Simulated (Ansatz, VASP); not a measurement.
**Two plane-wave programs on MnO**

File INCAR:

```
PREC = Accurate
ENCUT = 520
EDIFF = 1E-7
ISMEAR = 0
SIGMA = 0.05
LREAL = False
LASPH = True
NELM = 100
ALGO = Normal
ISIF = 2
LWAVE = False
LCHARG = False
ISPIN = 2
MAGMOM = 4 -4 0 0
LORBIT = 11
LMAXMIX = 4
GGA = CA
NBANDS = 31
```

The input KPOINTS:

```
Automatic mesh
0
Gamma
  7 7 7
```

File POSCAR:

```
MnO
1.0
   -1.4847429600      2.5716502300      2.8980711300
    2.9694859100      0.0000000000      2.8980711300
    1.4847429500      2.5716502300      0.0000000000
Mn O
2 2
Direct
    0.0000000000      0.0000000000      0.0000000000
    0.5000000000      0.5000000000      0.5000000000
    0.0833333333      0.4166666667      0.2500000000
    0.5833333333      0.9166666667      0.7500000000
```

The input input.yaml:

```yaml
crystal:
  lattice:
    - [-1.48474296, 2.57165023, 2.89807113]
    - [2.96948591, 0.0, 2.89807113]
    - [1.48474295, 2.57165023, 0.0]
  atoms:
    - { symbol: Mn, position: [0.0, 0.0, 0.0], spin: 4.0 }
    - { symbol: Mn, position: [0.5, 0.5, 0.5], spin: -4.0 }
    - { symbol: O, position: [0.0833333333, 0.4166666667, 0.25] }
    - { symbol: O, position: [0.5833333333, 0.9166666667, 0.75] }
hamiltonian:
  xc: lda
  pseudopotentials: { kind: paw }
magnetization:
  spin_polarized: true
kpoints:
  mp_grid: { grid: [7, 7, 7] }
scf:
  occupations: { method: gaussian, width: 0.05 }
output:
  forces: true
  stress: true
  eigenvalues: true
  write_density: true
  write_potential: true
  elf: true
  volumetric_format: npy
```

Measurements of this composition are mostly on another form, of space group No. 225.

Alike in both runs: task single point; functional LDA; k mesh 7 × 7 × 7; occupations gaussian, width 0.05 eV; collinear spin, antiferromagnetic start.

```csv
,VASP,Ansatz
version,VASP 6.6.1,Ansatz 0.2.0
potentials or method,"VASP PAW LDA potentials, release 64 (Mn_pv, O)",Ansatz PAW
plane-wave cutoff (eV),520,420
valence electrons in the cell,38,42
```

```tsv
	VASP	Ansatz	Ansatz less VASP
gap on the k mesh at the Fermi level (eV)	none	none	-
pressure (GPa)	-20.8	-20.5	+0.30
largest component of the traceless stress (GPa)	11.25	11.42	+0.171
rms of the force components (eV/Å)	0.128	0.120	-0.0075
net moment per atom (μB)	0.00	0.00	0.000
size of the moment on the site where the two differ most (μB)	4.10	3.89	-0.215
```

Site moments also hang on the region over which each program counts them. Atom by atom the forces differ by 0.007 eV/Å (rms over components). A gap of «none» marks a metal or a gap that the smearing closes. The two sets of potentials don't hold the same shells in valence.

Caveats: so large a pressure means that the cell lies far from this level's equilibrium, or that cutoff or potentials fall short; semilocal functionals often make such compounds metallic where correlation or magnetic order opens a gap, which also shifts bond lengths; the pressure holds a Pulay correction of +0.8 GPa for the finite cutoff (Ansatz); the PAW data sets come from PBE, with cores solved anew for the run's functional, which leaves a small shift of forces and pressure (Ansatz). With open d or f shells a metallic result of LDA can be an artefact of self-interaction; +U or a hybrid may open a gap.
